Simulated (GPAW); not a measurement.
A run of GPAW 26.7.0:

Contents of run.py:

```python
from ase.dft.bandgap import bandgap
from ase.io import read, write
from ase.units import GPa
from gpaw import GPAW, PW

atoms = read('PtSe.xyz')

calc = GPAW(mode=PW(450),
            xc='LDA',
            kpts={'size': (6, 6, 6), 'gamma': True},
            occupations={'name': 'fermi-dirac', 'width': 0.05},
            nbands=22,
            maxiter=120,
            txt='gpaw.txt')
atoms.calc = calc
energy = atoms.get_potential_energy()
forces = atoms.get_forces()
stress = atoms.get_stress()
calc.write('gs.gpw')
write('result.traj', atoms)
print(f'Energy: {energy:.6f} eV')
print('Forces (eV/A):')
print(forces.round(4))
print('Stress (GPa):', (stress / GPa).round(3))
print('Fermi level:', round(calc.get_fermi_level(), 4), 'eV')
print(f'Gap: {bandgap(calc)[0]:.4f} eV, direct: {bandgap(calc, direct=True)[0]:.4f} eV')
```

PtSe.xyz

```xyz
2
Lattice="0.0000000000 3.0374472300 3.0374472300 3.0374472300 0.0000000000 3.0374472300 3.0374472300 3.0374472300 0.0000000000" Properties=species:S:1:pos:R:3 pbc="T T T"
Pt     0.0000000000      0.0000000000      0.0000000000
Se     1.5187236150      1.5187236150      1.5187236150
```

Potentials or basis: the program's PAW data sets (release 1.2.1) made for this functional, pw.

Launch:

```console
$ OMP_NUM_THREADS=1 python run.py
```

Hardware: 1 thread of Arm Neoverse V1, with other jobs on the host.

Task: How long does it take, and how much memory?

Result: Run time: 11 s on 1 thread of Arm Neoverse V1 (shared host), peak memory 0.14 GiB. Counts: scf iterations 9, plane waves 1243, bands 22, k points 16.
